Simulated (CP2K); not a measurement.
# MgS (F-43m) in CP2K: equation of state

How stiff is MgS in PBE, and what volume does it want? The cell is scaled to several volumes.

Program: CP2K 2026.2. These are calculated values, not measurements. Logs are shortened: lines on timing, memory, paths and dates and some standing lists are left out, and cuts for length are marked.

## Step 1: Starting point

Symmetry: F-43m, No. 216, cubic system. Conventional cell: a = 5.666 Å, b = 5.666 Å, c = 5.666 Å, α = 90.00°, β = 90.00°, γ = 90.00°. S (site symmetry -43m) has 4 Mg at 2.45 Å as nearest neighbours. Mg (site symmetry -43m) is surrounded by 4 S at 2.45 Å.

The cell comes from a database or a generator and needn't be the stable form of this composition.

## Step 2: Single point, PBE, 22.74 Å³/atom

The input, mgs_eos.inp:

```
&GLOBAL
  PROJECT mgs_eos
  RUN_TYPE ENERGY_FORCE
  PRINT_LEVEL LOW
&END GLOBAL
&FORCE_EVAL
  METHOD QS
  STRESS_TENSOR ANALYTICAL
  &DFT
    BASIS_SET_FILE_NAME BASIS_MOLOPT_UZH
    POTENTIAL_FILE_NAME POTENTIAL_UZH
    &MGRID
      CUTOFF 1400
      REL_CUTOFF 60
      NGRIDS 4
    &END MGRID
    &QS
      METHOD GPW
      EPS_DEFAULT 1.0E-10
    &END QS
    &KPOINTS
      SCHEME MONKHORST-PACK 8 8 8
      GAMMA_CENTERED T
      SYMMETRY T
      SYMMETRY_BACKEND SPGLIB
    &END KPOINTS
    &SCF
      SCF_GUESS ATOMIC
      EPS_SCF 1.0E-6
      MAX_SCF 100
      ADDED_MOS 10
      CHOLESKY OFF
      EPS_EIGVAL 1.0E-7
      &DIAGONALIZATION ON
        ALGORITHM STANDARD
      &END DIAGONALIZATION
      &MIXING ON
        METHOD BROYDEN_MIXING
        ALPHA 0.4
        BETA 1.5
        NBUFFER 8
      &END MIXING
      &SMEAR ON
        METHOD FERMI_DIRAC
        ELECTRONIC_TEMPERATURE [K] 580.226
      &END SMEAR
    &END SCF
    &XC
      &XC_FUNCTIONAL
        &GGA_X_PBE
        &END GGA_X_PBE
        &GGA_C_PBE
        &END GGA_C_PBE
      &END XC_FUNCTIONAL
    &END XC
    &PRINT
      &KPOINTS ON
      &END KPOINTS
      &MULLIKEN ON
      &END MULLIKEN
      &MO ON
        ENERGIES T
        OCCUPATION_NUMBERS T
        &EACH
          QS_SCF 0
        &END EACH
        ADD_LAST NUMERIC
      &END MO
    &END PRINT
  &END DFT
  &SUBSYS
    &CELL
      A 4.0066367940 0.0000000000 0.0000000000
      B 2.0033183970 3.4698492474 0.0000000000
      C 2.0033183970 1.1566164158 3.2714052433
      PERIODIC XYZ
    &END CELL
    &COORD
      SCALED
      S   0.2500000000 0.2500000000 0.2500000000
      Mg  0.0000000000 0.0000000000 0.0000000000
    &END COORD
    &KIND S
      BASIS_SET TZVP-MOLOPT-PBE-GTH-q6
      POTENTIAL GTH-PBE-q6
    &END KIND
    &KIND Mg
      BASIS_SET TZVP-MOLOPT-PBE-GTH-q10
      POTENTIAL GTH-PBE-q10
    &END KIND
    &PRINT
      &ATOMIC_COORDINATES ON
      &END ATOMIC_COORDINATES
      &CELL ON
      &END CELL
    &END PRINT
  &END SUBSYS
  &PRINT
    &FORCES ON
    &END FORCES
    &STRESS_TENSOR ON
    &END STRESS_TENSOR
  &END PRINT
&END FORCE_EVAL
```

Potentials or basis: POTENTIAL_UZH S GTH-PBE-q6, Mg GTH-PBE-q10; TZVP-MOLOPT-PBE-GTH basis.

Command:

```sh
> OMP_NUM_THREADS=1 cp2k.psmp -i mgs_eos.inp -o mgs_eos.out
```

mgs_eos.out:

```text

 CP2K| version string:                                       CP2K version 2026.2
 CP2K| Input file name                                               mgs_eos.inp

 GLOBAL| Force Environment number                                              1
 GLOBAL| Basis set file name                                    BASIS_MOLOPT_UZH
 GLOBAL| Potential file name                                       POTENTIAL_UZH
 GLOBAL| MM Potential file name                                     MM_POTENTIAL
 GLOBAL| Coordinate file name                                      __STD_INPUT__
 GLOBAL| Method name                                                        CP2K
 GLOBAL| Project name                                                    mgs_eos
 GLOBAL| Run type                                                   ENERGY_FORCE
 GLOBAL| FFT library                                                       FFTW3
[... 8 lines left out ...]
 GLOBAL| CPU model name                                                  UNKNOWN

 CELL| Volume [angstrom^3]:                                            45.480468
 CELL| Vector a [angstrom]:       4.007     0.000     0.000   |a| =     4.006637
 CELL| Vector b [angstrom]:       2.003     3.470     0.000   |b| =     4.006637
 CELL| Vector c [angstrom]:       2.003     1.157     3.271   |c| =     4.006637
 CELL| Angle (b,c), alpha [degree]:                                    60.000000
 CELL| Angle (a,c), beta  [degree]:                                    60.000000
 CELL| Angle (a,b), gamma [degree]:                                    60.000000
 CELL| Numerically orthorhombic:                                              NO
 CELL| Periodicity                                                           XYZ

 CELL_REF| Volume [angstrom^3]:                                        45.480468
 CELL_REF| Vector a [angstrom     4.007     0.000     0.000   |a| =     4.006637
 CELL_REF| Vector b [angstrom     2.003     3.470     0.000   |b| =     4.006637
 CELL_REF| Vector c [angstrom     2.003     1.157     3.271   |c| =     4.006637
 CELL_REF| Angle (b,c), alpha [degree]:                                60.000000
 CELL_REF| Angle (a,c), beta  [degree]:                                60.000000
 CELL_REF| Angle (a,b), gamma [degree]:                                60.000000
 CELL_REF| Numerically orthorhombic:                                          NO
 CELL_REF| Periodicity                                                       XYZ
[... 9 lines left out ...]
 TOTAL NUMBERS AND MAXIMUM NUMBERS

  Total number of            - Atomic kinds:                                   2
                             - Atoms:                                          2
                             - Shell sets:                                     2
                             - Shells:                                        13
                             - Primitive Cartesian functions:                 11
                             - Cartesian basis functions:                     28
                             - Spherical basis functions:                     27

  Maximum angular momentum of- Orbital basis functions:                        2
                             - Local part of the GTH pseudopotential:          2
                             - Non-local part of the GTH pseudopotential:      2

 MODULE QUICKSTEP: ATOMIC COORDINATES IN ANGSTROM
[... 90 lines left out ...]
     5 Broy./Diag. 0.40E+00    1.7     0.00342329       -73.6581101314  3.93E-02
     6 Broy./Diag. 0.40E+00    1.7     0.00120530       -73.6298927957  2.82E-02
     7 Broy./Diag. 0.40E+00    1.7     0.00045289       -73.6255132447  4.38E-03
     8 Broy./Diag. 0.40E+00    1.8     0.00024345       -73.6327185825 -7.21E-03
     9 Broy./Diag. 0.40E+00    1.8     0.00007009       -73.6340795091 -1.36E-03
    10 Broy./Diag. 0.40E+00    1.8     0.00001410       -73.6335103075  5.69E-04
    11 Broy./Diag. 0.40E+00    1.7     0.00001167       -73.6336178885 -1.08E-04
    12 Broy./Diag. 0.40E+00    1.8     0.00000226       -73.6336758628 -5.80E-05
    13 Broy./Diag. 0.40E+00    1.7     0.00000606       -73.6336346149  4.12E-05
    14 Broy./Diag. 0.40E+00    1.7     0.00000170       -73.6336234334  1.12E-05
    15 Broy./Diag. 0.40E+00    1.7     0.00000043       -73.6336224396  9.94E-07

  *** SCF run converged in    15 steps ***

  Electronic density on regular grids:        -15.9999999842        0.0000000158
  Core density on regular grids:               15.9999999993       -0.0000000007
  Total charge density on r-space grids:        0.0000000151
  Total charge density g-space grids:           0.0000000151

  Overlap energy of the core charge distribution:               0.00000000000000
  Self energy of the core charge distribution:               -170.57361179697347
  Core Hamiltonian energy:                                     48.66242306829009
  Hartree energy:                                              59.19563627261310
  Exchange-correlation energy:                                -10.91806998348249
  Electronic entropic energy:                                  -0.00000000000000
  Fermi energy:                                                 0.15783316494083

  Total energy:                                               -73.63362243955278
  Total energy (extrapolated to T->0):                        -73.63362243955278

 MO| EIGENVALUES AND OCCUPATION NUMBERS FOR K POINT 1
 MO|
 MO|  Index      Eigenvalue [a.u.]        Eigenvalue [eV]             Occupation
 MO|      1              -2.643055             -71.921190               2.000000
 MO|      2              -1.422011             -38.694900               2.000000
 MO|      3              -1.421944             -38.693060               2.000000
 MO|      4              -1.421944             -38.693060               2.000000
 MO|      5              -0.312011              -8.490242               2.000000
 MO|      6              -0.021434              -0.583241               2.000000
[... 335 lines left out ...]
 MO|     17               0.857435              23.332001               0.000000
 MO|     18               0.924948              25.169121               0.000000
 MO| Sum:                                                              16.000000
 MO| E(Fermi):            0.157833 a.u.          4.294859 eV
 MO| Band gap:            0.254902 a.u.          6.936245 eV

 [... the levels of further k-points ...]

 !-----------------------------------------------------------------------------!
                     Mulliken Population Analysis

 #  Atom  Element  Kind  Atomic population                           Net charge
       1     S        1          7.110963                             -1.110963
       2     Mg       2          8.889037                              1.110963
 # Total charge                             16.000000                  0.000000

 !-----------------------------------------------------------------------------!

 ENERGY| Total FORCE_EVAL ( QS ) energy [hartree]            -73.633621081923749

 FORCES| Atomic forces [hartree/bohr]
 FORCES|   Atom     x               y               z               |f|
 FORCES|      1  2.05887406E-06  1.19041693E-06  8.37990276E-07   2.52156351E-06
 FORCES|      2  1.37773958E-06  7.93657811E-07  5.65029017E-07   1.68739944E-06
 FORCES| Sum     3.43661364E-06  1.98407474E-06  1.40301929E-06
 FORCES| Total atomic force                                       4.20895818E-06

 STRESS| Analytical stress tensor [bar]
 STRESS|                        x                   y                   z
 STRESS|      x        2.27624622722E+04   6.47497513315E+01   4.57617180900E+01
 STRESS|      y        6.47497513315E+01   2.26885597034E+04   2.70448399332E+01
 STRESS|      z        4.57617180900E+01   2.70448399332E+01   2.26694513363E+04
 STRESS| 1/3 Trace                                             2.27068244373E+04
 STRESS| Determinant                                           1.17074220682E+13

 STRESS| Eigenvectors and eigenvalues of the analytical stress tensor [bar]
 STRESS|                        1                   2                   3
 STRESS| Eigenvalues   2.26503223437E+04   2.26511905480E+04   2.28189604202E+04
 STRESS|      x           0.011332696096     -0.580198846709      0.814396014404
 STRESS|      y          -0.590132531304      0.653606011378      0.473859448980
 STRESS|      z           0.807226836457      0.485971686591      0.334987095774
```

Wall time 29 s (1 thread of Arm Neoverse V1, shared host); peak memory 0.71 GiB.

Results:

```
Free energy            : -2003.6727 eV
Pressure               : 2.3 GPa
Band gap on the k mesh : 3.30 eV, direct
Mulliken charges       : S -1.11; Mg +1.11 e
```

Caveat: Mulliken charges move with the basis; the basis of atomic orbitals isn't converged, which shifts pressures, moduli and gaps.

## Step 3: Single point, PBE, 22.29 Å³/atom (volume scaled by 0.98)

Changes to mgs_eos.inp since step 2:

```diff
@@ -11,2 +11,3 @@
     POTENTIAL_FILE_NAME POTENTIAL_UZH
+    WFN_RESTART_FILE_NAME previous-RESTART.kp
     &MGRID
@@ -27,3 +28,3 @@
     &SCF
-      SCF_GUESS ATOMIC
+      SCF_GUESS RESTART
       EPS_SCF 1.0E-6
@@ -72,5 +73,5 @@
     &CELL
-      A 4.0066367940 0.0000000000 0.0000000000
-      B 2.0033183970 3.4698492474 0.0000000000
-      C 2.0033183970 1.1566164158 3.2714052433
+      A 3.9797458039 0.0000000000 0.0000000000
+      B 1.9898729020 3.4465609669 0.0000000000
+      C 1.9898729020 1.1488536556 3.2494488419
       PERIODIC XYZ
```

Potentials or basis: POTENTIAL_UZH S GTH-PBE-q6, Mg GTH-PBE-q10; TZVP-MOLOPT-PBE-GTH basis.

Command:

```sh
> OMP_NUM_THREADS=1 cp2k.psmp -i mgs_eos.inp -o mgs_eos.out
```

It took 20 s on 1 thread of Arm Neoverse V1, shared host; peak memory 0.62 GiB.

It converged, with:

| Property | Result |
| --- | --- |
| Free energy | -2003.6592 eV |
| Pressure | 3.6 GPa |
| Band gap on the k mesh | 3.40 eV, direct |
| Mulliken charges | S -1.12; Mg +1.12 e |

Caveat: Mulliken charges move with the basis; the basis of atomic orbitals isn't converged, which shifts pressures, moduli and gaps.

## Step 4: Single point, PBE, 23.20 Å³/atom (volume scaled by 1.02)

Changes to mgs_eos.inp since step 3:

```diff
@@ -73,5 +73,5 @@
     &CELL
-      A 3.9797458039 0.0000000000 0.0000000000
-      B 1.9898729020 3.4465609669 0.0000000000
-      C 1.9898729020 1.1488536556 3.2494488419
+      A 4.0331715858 0.0000000000 0.0000000000
+      B 2.0165857929 3.4928290512 0.0000000000
+      C 2.0165857929 1.1642763504 3.2930708101
       PERIODIC XYZ
```

Command:

```sh
> OMP_NUM_THREADS=1 cp2k.psmp -i mgs_eos.inp -o mgs_eos.out
```

Run time: 21 s. Hardware: 1 thread of Arm Neoverse V1, shared host; peak memory 0.71 GiB.

It converged, with:

```
Free energy            : -2003.6823 eV
Pressure               : 1.1 GPa
Band gap on the k mesh : 3.20 eV, direct
Mulliken charges       : S -1.10; Mg +1.10 e
```

Caveat: Mulliken charges move with the basis; the basis of atomic orbitals isn't converged, which shifts pressures, moduli and gaps.

## Step 5: Single point, PBE, 21.83 Å³/atom (volume scaled by 0.96)

Changes to mgs_eos.inp since step 4:

```diff
@@ -73,5 +73,5 @@
     &CELL
-      A 4.0331715858 0.0000000000 0.0000000000
-      B 2.0165857929 3.4928290512 0.0000000000
-      C 2.0165857929 1.1642763504 3.2930708101
+      A 3.9524864155 0.0000000000 0.0000000000
+      B 1.9762432078 3.4229536440 0.0000000000
+      C 1.9762432078 1.1409845480 3.2271916444
       PERIODIC XYZ
```

Command:

```sh
> OMP_NUM_THREADS=1 cp2k.psmp -i mgs_eos.inp -o mgs_eos.out
```

Wall time 21 s (1 thread of Arm Neoverse V1, shared host); peak memory 0.62 GiB.

The run converged. Its results:

- Free energy: -2003.6349 eV
- Pressure: 5.0 GPa
- Band gap on the k mesh: 3.51 eV, direct
- Mulliken charges: S -1.12; Mg +1.12 e

Caveat: Mulliken charges move with the basis; the basis of atomic orbitals isn't converged, which shifts pressures, moduli and gaps.

## Step 6: Single point, PBE, 23.65 Å³/atom (volume scaled by 1.04)

Changes to mgs_eos.inp since step 5:

```diff
@@ -73,5 +73,5 @@
     &CELL
-      A 3.9524864155 0.0000000000 0.0000000000
-      B 1.9762432078 3.4229536440 0.0000000000
-      C 1.9762432078 1.1409845480 3.2271916444
+      A 4.0593617455 0.0000000000 0.0000000000
+      B 2.0296808728 3.5155103948 0.0000000000
+      C 2.0296808728 1.1718367983 3.3144549860
       PERIODIC XYZ
```

Potentials or basis: POTENTIAL_UZH S GTH-PBE-q6, Mg GTH-PBE-q10; TZVP-MOLOPT-PBE-GTH basis.

Command:

```sh
> OMP_NUM_THREADS=1 cp2k.psmp -i mgs_eos.inp -o mgs_eos.out
```

It took 19 s on 1 thread of Arm Neoverse V1, shared host; peak memory 0.71 GiB.

It converged, with:

| Quantity | Value |
| --- | --- |
| Free energy | -2003.6856 eV |
| Pressure | 0.1 GPa |
| Band gap on the k mesh | 3.11 eV, direct |
| Mulliken charges | S -1.10; Mg +1.10 e |

Caveat: Mulliken charges move with the basis; the basis of atomic orbitals isn't converged, which shifts pressures, moduli and gaps.

## Step 7: Single point, PBE, 21.38 Å³/atom (volume scaled by 0.94)

Changes to mgs_eos.inp since step 6:

```diff
@@ -73,5 +73,5 @@
     &CELL
-      A 4.0593617455 0.0000000000 0.0000000000
-      B 2.0296808728 3.5155103948 0.0000000000
-      C 2.0296808728 1.1718367983 3.3144549860
+      A 3.9248457461 0.0000000000 0.0000000000
+      B 1.9624228730 3.3990161221 0.0000000000
+      C 1.9624228730 1.1330053740 3.2046231323
       PERIODIC XYZ
```

Potentials or basis: POTENTIAL_UZH S GTH-PBE-q6, Mg GTH-PBE-q10; TZVP-MOLOPT-PBE-GTH basis.

Command:

```sh
> OMP_NUM_THREADS=1 cp2k.psmp -i mgs_eos.inp -o mgs_eos.out
```

mgs_eos.out:

```text

 CP2K| version string:                                       CP2K version 2026.2
 CP2K| Input file name                                               mgs_eos.inp

 GLOBAL| Force Environment number                                              1
 GLOBAL| Basis set file name                                    BASIS_MOLOPT_UZH
 GLOBAL| Potential file name                                       POTENTIAL_UZH
 GLOBAL| MM Potential file name                                     MM_POTENTIAL
 GLOBAL| Coordinate file name                                      __STD_INPUT__
 GLOBAL| Method name                                                        CP2K
 GLOBAL| Project name                                                    mgs_eos
 GLOBAL| Run type                                                   ENERGY_FORCE
 GLOBAL| FFT library                                                       FFTW3
[... 8 lines left out ...]
 GLOBAL| CPU model name                                                  UNKNOWN

 CELL| Volume [angstrom^3]:                                            42.751640
 CELL| Vector a [angstrom]:       3.925     0.000     0.000   |a| =     3.924846
 CELL| Vector b [angstrom]:       1.962     3.399     0.000   |b| =     3.924846
[... 513 lines left out ...]
       2     Mg       2          8.869216                              1.130784
 # Total charge                             16.000000                  0.000000

 !-----------------------------------------------------------------------------!

 ENERGY| Total FORCE_EVAL ( QS ) energy [hartree]            -73.631030845090336

 FORCES| Atomic forces [hartree/bohr]
 FORCES|   Atom     x               y               z               |f|
 FORCES|      1  4.65965040E-06  2.69410789E-06  1.89604802E-06   5.70662398E-06
 FORCES|      2  6.13160228E-06  3.53605329E-06  2.50954531E-06   7.50986265E-06
 FORCES| Sum     1.07912527E-05  6.23016118E-06  4.40559333E-06
 FORCES| Total atomic force                                       1.32164782E-05

 STRESS| Analytical stress tensor [bar]
 STRESS|                        x                   y                   z
 STRESS|      x        6.55918362339E+04   1.37046256410E+02   9.68912308449E+01
 STRESS|      y        1.37046256410E+02   6.54332994860E+04   5.56638803649E+01
 STRESS|      z        9.68912308449E+01   5.56638803649E+01   6.53939733877E+04
 STRESS| 1/3 Trace                                             6.54730363692E+04
 STRESS| Determinant                                           2.80661713469E+14

 STRESS| Eigenvectors and eigenvalues of the analytical stress tensor [bar]
 STRESS|                        1                   2                   3
 STRESS| Eigenvalues   6.53541526485E+04   6.53546025941E+04   6.57103538650E+04
 STRESS|      x          -0.576237578457     -0.026033467334      0.816867499508
 STRESS|      y           0.692348685144     -0.546656921925      0.470977184045
 STRESS|      z           0.434285103766      0.836951891264      0.333028497815
```

It took 23 s on 1 thread of Arm Neoverse V1, shared host; peak memory 0.62 GiB.

Results:

```
Free energy            : -2003.6022 eV
Pressure               : 6.5 GPa
Band gap on the k mesh : 3.61 eV, direct
Mulliken charges       : S -1.13; Mg +1.13 e
```

Caveat: Mulliken charges move with the basis; the basis of atomic orbitals isn't converged, which shifts pressures, moduli and gaps.

## Step 8: Single point, PBE, 24.10 Å³/atom (volume scaled by 1.06)

Changes to mgs_eos.inp since step 7:

```diff
@@ -73,5 +73,5 @@
     &CELL
-      A 3.9248457461 0.0000000000 0.0000000000
-      B 1.9624228730 3.3990161221 0.0000000000
-      C 1.9624228730 1.1330053740 3.2046231323
+      A 4.0852182500 0.0000000000 0.0000000000
+      B 2.0426091250 3.5379027845 0.0000000000
+      C 2.0426091250 1.1793009282 3.3355667334
       PERIODIC XYZ
```

Command:

```sh
> OMP_NUM_THREADS=1 cp2k.psmp -i mgs_eos.inp -o mgs_eos.out
```

It took 21 s on 1 thread of Arm Neoverse V1, shared host; peak memory 0.71 GiB.

The run converged. Its results:

| Property | Result |
| --- | --- |
| Free energy | -2003.6832 eV |
| Pressure | -0.9 GPa |
| Band gap on the k mesh | 3.02 eV, direct |
| Mulliken charges | S -1.09; Mg +1.09 e |

Caveat: Mulliken charges move with the basis; the basis of atomic orbitals isn't converged, which shifts pressures, moduli and gaps.

## Step 9: Equation of state, PBE

Potentials or basis: POTENTIAL_UZH S GTH-PBE-q6, Mg GTH-PBE-q10; TZVP-MOLOPT-PBE-GTH basis.

No new run: the results of the series are fitted here.

What came out:

- Equilibrium volume: 23.70 Å³/atom (rough: see the caveat)
- Bulk modulus: 42 GPa (rough)

Energy against volume, from the lowest point:
```
volume (Å³/atom)  energy (meV/atom)
          21.376              41.67
          21.831              25.33
          22.285              13.20
          22.740               6.43
          23.195               1.65
          23.650               0.00
          24.105               1.19
```

Caveat: the fit is doubtful: noisy points or a state that changes with volume; the basis of atomic orbitals isn't converged, which shifts pressures, moduli and gaps.
